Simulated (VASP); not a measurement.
An input for Ansatz (written as the equivalent of a VASP run, and not itself run):

Ansatz 0.2 input:
```yaml
crystal:
  lattice:
    - [3.5655330, 0.0000000, 0.0000000]
    - [-1.7827660, 3.0878420, 0.0000000]
    - [0.0000000, 0.0000000, 5.7566370]
  atoms:
    - { symbol: In, position: [0.6666670, 0.3333330, 0.5004800] }
    - { symbol: In, position: [0.3333330, 0.6666670, 0.0004800] }
    - { symbol: N, position: [0.6666670, 0.3333330, 0.8795200] }
    - { symbol: N, position: [0.3333330, 0.6666670, 0.3795200] }
kpoints:
  mp_grid: { grid: [7, 7, 4] }
hamiltonian:
  xc: pbesol
  pseudopotentials: { kind: paw }
scf:
  occupations: { method: methfessel_paxton, width: 0.136 }
  max_iter: 100
output: { forces: true, stress: true, eigenvalues: true }
```

Task: Translate this input to VASP (INCAR, KPOINTS, POSCAR, choice of POTCAR).

Result: This is not unique; one that fits is 
### POSCAR
```
InN
1.0
  3.5655330000   0.0000000000   0.0000000000
 -1.7827660000   3.0878420000   0.0000000000
  0.0000000000   0.0000000000   5.7566370000
In N
2 2
Cartesian
  1.7827684494   1.0292796374   2.8810816858
 -0.0000014494   2.0585623626   0.0027631858
  1.7827684494   1.0292796374   5.0630773742
 -0.0000014494   2.0585623626   2.1847588742
```

**INCAR**
```
! general
SYSTEM  = InN
PREC    = Accurate
ENCUT   = 400
LREAL   = .FALSE.
LASPH   = .TRUE.

! electronic loop
EDIFF   = 1E-03
NELM    = 100
ALGO    = Normal
LMAXMIX = 4

! smearing
ISMEAR  = 1
SIGMA   = 0.136

! functional
GGA     = PS

! ions
ISIF    = 2

! output
LWAVE   = .FALSE.
LCHARG  = .FALSE.
```

**KPOINTS**
```
kpoints
0
Gamma
  7 7 4
```

POTCAR, in this order: In_d N (PBE.64 set). Program: vasp_std.

What does not carry over: each code has its own PAW files, so the cut-off isn't converted (ENCUT is set for VASP's; basis.ecutwfc is left out, and Ansatz then takes the one that its files recommend); Ansatz stops its SCF on the density residual and VASP on the energy change (EDIFF).

The structure comes from a computed database's InN entry; how it stands against other phases isn't given here. The cell was not relaxed at this level. The run is one of a series of settings (EDIFF = 1E-03 against the base run), some of them coarse on purpose.
